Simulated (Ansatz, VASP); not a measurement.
# One calculation of LiF, two programs

```
Li F
1.0
     3.15277    0.00000    0.00000
    -1.57638    2.73038    0.00000
     0.00000    0.00000    4.95154
Li F
2 2
Direct
  0.33333 0.66667 0.38115
  0.66667 0.33333 0.88115
  0.33333 0.66667 0.99384
  0.66667 0.33333 0.49384
```

Change from the starting cell: strain +0.030 along x and y, +0.030 along z, atoms carried along.

Alike in both runs: task single point; functional LDA; k mesh 9 × 9 × 6; occupations gaussian, width 0.05 eV; no spin polarisation.

|  | VASP | Ansatz |
| --- | --- | --- |
| version | VASP 6.6.1 | Ansatz 0.2.0 |
| potentials or method | VASP PAW LDA potentials, release 64 (Li_sv, F) | scalar-relativistic, plane waves, PAW |
| plane-wave cutoff (eV) | 520 | 420 |
| valence electrons in the cell | 20 | 20 |

Ansatz gave:

```
gap on the k mesh at the Fermi level (eV) : 7.15
least direct gap on the mesh (eV)         : 7.15
rms of the force components (eV/Å)        : 0.011
```

Q: What did VASP give for the same quantities?

A: gap on the k mesh at the Fermi level (eV): 7.13; least direct gap on the mesh (eV): 7.13; rms of the force components (eV/Å): 0.010.

Atom by atom the forces differ by 0.000 eV/Å (rms over components).

Caveats: an odd mesh through Γ misses points on the zone boundary, where band edges often lie.
